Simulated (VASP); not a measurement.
Write the native input for VASP 6.6.1 that does the following.

* Task: single point
* Functional: PBE
* Potentials or basis: VASP PAW PBE potentials, release 64 (P)
* Cutoff: 600 eV
* k mesh: 10 × 10 × 7
* Occupations: gaussian, width 0.02 eV
* Spin: no spin polarisation
* Further INCAR settings: ALGO = Fast; EDIFF = 1e-06; NBANDS = 18

The structure of P lies in POSCAR:

```
P                                       
1.0
    1.6588370446     -5.0988726779     -0.0000000000
    1.6588370446      5.0988726779      0.0000000000
    0.0000000000     -0.0000000000      4.1712965232
  P             
     4
Direct
     0.1060452640824326    0.8939547359175675    0.0726360135275234
     0.6060452640824325    0.3939547359175674    0.4273639864724766
     0.8939547359175675    0.1060452640824326    0.9273639864724765
     0.3939547359175674    0.6060452640824325    0.5726360135275235
```

These files were run (other wordings do the same):

INCAR

```
ALGO = Fast
EDIFF = 1E-6
ENCUT = 600
GGA = PE
ISIF = 2
ISMEAR = 0
KPAR = 4
LASPH = True
LCHARG = False
LREAL = False
LWAVE = False
NBANDS = 18
NELM = 120
PREC = Accurate
SIGMA = 0.02
```

KPOINTS

```
k-points
0
Gamma
  10 10 7
```

Potentials or basis: VASP PAW PBE potentials, release 64 (P).

Command:

```sh
$ cat potpaw_PBE.64/P/POTCAR > POTCAR
$ mpirun -np 4 vasp_std > vasp.out
```

It gave:

```json
{
 "Pressure": "3.7 GPa",
 "Largest force": "0.008 eV/Å",
 "Band gap on the k mesh": "none (metal or under the smearing width)"
}
```

Run time: 46 s on 4 MPI ranks on Intel(R) Xeon(R) Platinum 8488C (Sapphire Rapids), on a shared host, peak memory 0.33 GiB a rank.
